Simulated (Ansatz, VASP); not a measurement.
## One calculation of SnTe, two programs

```
CELL_PARAMETERS angstrom
0.00000 3.15085 3.15085
3.15085 0.00000 3.15085
3.15085 3.15085 0.00000
ATOMIC_POSITIONS crystal
Te 0.50000 0.50000 0.50000
Sn 0.00000 0.00000 0.00000
```

Alike in both runs: task single point; functional PBEsol; k mesh 7 × 7 × 7; occupations fermi-dirac, width 0.05 eV; no spin polarisation.

|  | VASP | Ansatz |
| --- | --- | --- |
| version | VASP 6.6.1 | Ansatz 0.2.0 |
| potentials or method | VASP PAW PBE potentials, release 64 (Te, Sn_d) | Ansatz PAW |
| plane-wave cutoff (eV) | 520 | 420 |
| valence electrons in the cell | 20 | 30 |

|  | VASP | Ansatz | Ansatz less VASP |
| --- | --- | --- | --- |
| gap on the k mesh at the Fermi level (eV) | 0.66 | 0.66 | +0.001 |
| least direct gap on the mesh (eV) | 0.66 | 0.66 | +0.001 |
| pressure (GPa) | -0.4 | -0.4 | -0.01 |

The two sets of potentials don't hold the same shells in valence.

Caveats: the PAW data sets were made with another functional, which shifts forces and pressure a little (VASP); the PAW data sets come from PBE, with cores solved anew for the run's functional, which leaves a small shift of forces and pressure (Ansatz). Spin-orbit coupling is left out, which matters for the levels of Te.
